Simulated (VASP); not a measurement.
Level of theory: PBE GGA, VASP's PBE PAW potentials (set 64) (plane waves; VASP).

The input files of a VASP run:

**INCAR**
```
SYSTEM = CsCl
PREC = Accurate
ENCUT = 520
EDIFF = 1E-6
NELM = 100
ALGO = Normal
LREAL = .FALSE.
LASPH = .TRUE.
ISMEAR = 0
SIGMA = 0.05
GGA = PE
LMAXMIX = 4
LWAVE = .FALSE.
LCHARG = .TRUE.
```

**KPOINTS**
```
Automatic mesh
0
Gamma
6 6 6
0 0 0
```

POSCAR:
```
CsCl
1
    4.2098956288     0.0000000000     0.0000000000
    0.0000000000     4.2098956288     0.0000000000
    0.0000000000     0.0000000000     4.2098956288
Cs Cl
1 1
Direct
  0.0000000000   0.0000000000   0.0000000000
  0.5000000000   0.5000000000   0.5000000000
```

POTCAR, in this order: Cs_sv Cl (PBE.64 set). Program: vasp_std.

Output of the run:

OSZICAR:
```
       N       E                     dE             d eps       ncg     rms          rms(c)
DAV:   1     0.999005561587E+02    0.99901E+02   -0.70063E+03   480   0.115E+03
DAV:   2     0.377406433576E+00   -0.99523E+02   -0.94247E+02   740   0.189E+02
DAV:   3    -0.690008002915E+01   -0.72775E+01   -0.72563E+01   568   0.588E+01
DAV:   4    -0.697810015651E+01   -0.78020E-01   -0.77966E-01   588   0.739E+00
DAV:   5    -0.697920515637E+01   -0.11050E-02   -0.11049E-02   600   0.884E-01    0.232E+00
DAV:   6    -0.658868550900E+01    0.39052E+00   -0.66293E-01   544   0.454E+00    0.179E+00
DAV:   7    -0.654025495858E+01    0.48431E-01   -0.19933E-01   660   0.248E+00    0.106E+00
DAV:   8    -0.654069476839E+01   -0.43981E-03   -0.17102E-02   564   0.985E-01    0.147E-01
DAV:   9    -0.654126242580E+01   -0.56766E-03   -0.39307E-03   624   0.398E-01    0.123E-01
DAV:  10    -0.654137928750E+01   -0.11686E-03   -0.38347E-04   564   0.153E-01    0.161E-02
DAV:  11    -0.654139393662E+01   -0.14649E-04   -0.29100E-05   628   0.403E-02    0.632E-03
DAV:  12    -0.654139379237E+01    0.14425E-06   -0.89427E-06   572   0.194E-02
   1 F= -.65413938E+01 E0= -.65413938E+01  d E =-.335546E-14
```

**OUTCAR**
```
------------------------ aborting loop because EDIFF is reached ----------------------------------------
  FORCE on cell =-STRESS in cart. coord.  units (eV):
  Direction    XX          YY          ZZ          XY          YZ          ZX
  --------------------------------------------------------------------------------------
  Total       -0.0119061     -0.0119061     -0.0119061      0.0000000     -0.0000000      0.0000000
  in kB       -0.2556621     -0.2556621     -0.2556621      0.0000000     -0.0000000      0.0000000
  external PRESSURE =      -0.2556621 kB  Pullay stress =       0.0000000 kB
  volume of cell :       74.61
      direct lattice vectors                 reciprocal lattice vectors
     4.209895629  0.000000000  0.000000000     0.237535580  0.000000000  0.000000000
     0.000000000  4.209895629  0.000000000     0.000000000  0.237535580  0.000000000
     0.000000000  0.000000000  4.209895629     0.000000000  0.000000000  0.237535580
 POSITION                                       TOTAL-FORCE (eV/Angst)
 -----------------------------------------------------------------------------------
      0.00000      0.00000      0.00000         0.000000      0.000000      0.000000
      2.10495      2.10495      2.10495         0.000000      0.000000      0.000000
 -----------------------------------------------------------------------------------
    total drift:                                0.000000      0.000000     -0.000000
  FREE ENERGIE OF THE ION-ELECTRON SYSTEM (eV)
  ---------------------------------------------------
  free  energy   TOTEN  =        -6.5413937924 eV

  energy  without entropy=       -6.5413937924  energy(sigma->0) =       -6.54139379
```
(Selected blocks of OUTCAR.)

The compound is CsCl in the CsCl type structure. It was relaxed first, which changed the volume by +7 %.
